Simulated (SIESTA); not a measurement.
Runs of SIESTA 5.4.2 on TePb. It takes space group Pm-3m (No. 221, cubic). Conventional cell: a = 4.002 Å, b = 4.002 Å, c = 4.002 Å, α = 90.00°, β = 90.00°, γ = 90.00°. Pb (site symmetry m-3m) has 8 Te at 3.47 Å as nearest neighbours. Te (site symmetry m-3m) has 8 Pb at 3.47 Å as nearest neighbours. Measurements of this composition are mostly on another form, of space group No. 225.

```csv
task,level,potentials or basis,cell,k mesh,broadening (eV),window to (eV),optical mesh offset,force tolerance,gap on the mesh (eV),pressure (GPa),V0 of scaled cells (Å³/atom),B0 (GPa)
equation of state,PBE,"PseudoDojo 0.4 standard (PBE files), DZ (energy shift 0.002 Ry)",as given,7 × 7 × 7,-,-,-,-,-,-,33.08,(a)
band structure,PBE,"PseudoDojo 0.4 standard (PBE files), DZP (energy shift 0.002 Ry)",as given,7 × 7 × 7,-,-,-,-,none,0.7,-,-
optical spectrum,PBE,"PseudoDojo 0.4 standard (PBE files), DZP (energy shift 0.002 Ry)",as given,5 × 5 × 5,0.1 eV,30 eV,true,-,none,0.2,-,-
equation of state,PBEsol,"PseudoDojo 0.4 standard (PBEsol files), DZP (energy shift 0.002 Ry)",as given,7 × 7 × 7,-,-,-,-,-,-,30.56,49
band structure,LDA,"PseudoDojo 0.4 standard (LDA files), DZP (energy shift 0.002 Ry)",as given,7 × 7 × 7,-,-,-,-,none,(b),-,-
band structure,PBE,"SG15 1.2 (PBE files) or PseudoDojo by element, DZP (energy shift 0.002 Ry)",as given,7 × 7 × 7,-,-,-,-,none,0.7,-,-
relaxation of cell and atoms,LDA,"PseudoDojo 0.4 standard (LDA files), DZP (energy shift 0.002 Ry)",relaxed,7 × 7 × 7,-,-,-,0.04 eV/Å,none,0.2,-,-
band structure,PBE,"PseudoDojo 0.4 standard (PBE files), SZ (energy shift 0.002 Ry)",as given,7 × 7 × 7,-,-,-,-,none,4.4,-,-
```

Alike in all rows: no spin polarisation; smearing fermi-dirac 0.05 eV; grid cutoff 500 Ry; energy shift 0.002 Ry.

Question: Estimate the missing entries.

Answer: (a) 42; (b) -3.2.

Caveats: the basis of atomic orbitals isn't converged, which shifts pressures, moduli and gaps; semicore shells carry a single zeta, which can move pressures by several GPa and volumes by a few percent (some runs); spin-orbit coupling is left out, which moves the levels of the heavy elements (some runs); the basis has no polarisation orbitals (some runs); the basis holds too few empty states to meet the f-sum rule, so the spectrum is short of weight at high energy (some runs); spectra need much finer meshes, so this one isn't converged (some runs); independent-particle spectra lack excitons (some runs).

A k mesh can miss the band edges, and the runs leave out spin-orbit coupling on Pb, Te.

A gap of «none» marks a metal or a gap under the smearing width.
